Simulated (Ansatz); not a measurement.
This is a relaxation of cell and atoms with Ansatz 0.2.0 on BN in the rocksalt structure; the level of theory is LDA. It starts from the PBE minimum.

```yaml
crystal:
  lattice:
    - [0.0, 1.7517434717, 1.7517434717]
    - [1.7517434717, 0.0, 1.7517434717]
    - [1.7517434717, 1.7517434717, 0.0]
  atoms:
    - { symbol: B, position: [0.0, 0.0, 0.0] }
    - { symbol: "N", position: [0.5, 0.5, 0.5] }
kpoints:
  mp_grid: { grid: [12, 12, 12] }
hamiltonian:
  xc: lda
scf:
  occupations: { method: fermi_dirac, width: 0.02 }
relax:
  f_tol: 0.005
  cell: {}
output:
  write_density: true
  write_potential: true
  elf: true
  volumetric_format: npy
```

The output follows, shortened, with numbered blanks.
```
Functional definition: SPW92
Crystal: 2 atoms, lattice volume = 10.751 Å³
[1]
Bands: 8, of which v1, the nominal top of the filled ones, is band 4 counted from 1 (3 counted from 0)
Symmetry: 48 space group operations
Space group: Fm-3m (ITA 225)
[2]
preconditioner: auto → none  [insulator: Δε(μ)=1.342 eV  σ=0.020 eV  ℏωp=32.0 eV]
relax step 1: F+E_penalty+E_count = -523.02107477 eV  P = -14.677 GPa  Ω = 10.751 Å³
--- Relaxed structure (5 steps of the walk, 5 accepted, 2 SCFs on fresh bases) ---
[3]
```

**Question.** Give the withheld lines. They hold the relaxed structure, the count of irreducible k points, cutoff and plane waves at Γ.

**Answer.**
```
[1]
Basis set: ecut = 420 eV, 181 PW (Γ)
[2]
k-points: 72 of 1728
[3]
  F+E_penalty+E_count = -523.04000877 eV
  cell:  # Å, volume = 10.3506 Å³
    - [0.000000, 1.729730, 1.729730]
    - [1.729730, 0.000000, 1.729730]
    - [1.729730, 1.729730, 0.000000]
  atoms:
    - { symbol: B, position: [0.000000, 0.000000, 0.000000] }
    - { symbol: N, position: [0.500000, 0.500000, 0.500000] }
```
Only the leading digits can be foreseen; the rest is this run's record.

Run as `ansatz run input.yaml --threads 2 --pin off --max-ram 2211MiB --backend cpu --events-out ev --progress --plain --runs-dir out`. It took 2.8 s on 2 threads of Arm Neoverse V1, on a shared host; peak host memory 0.26 GiB.

Computed, not measured; no magnetism was allowed, and whether the structure is a known phase isn't checked.
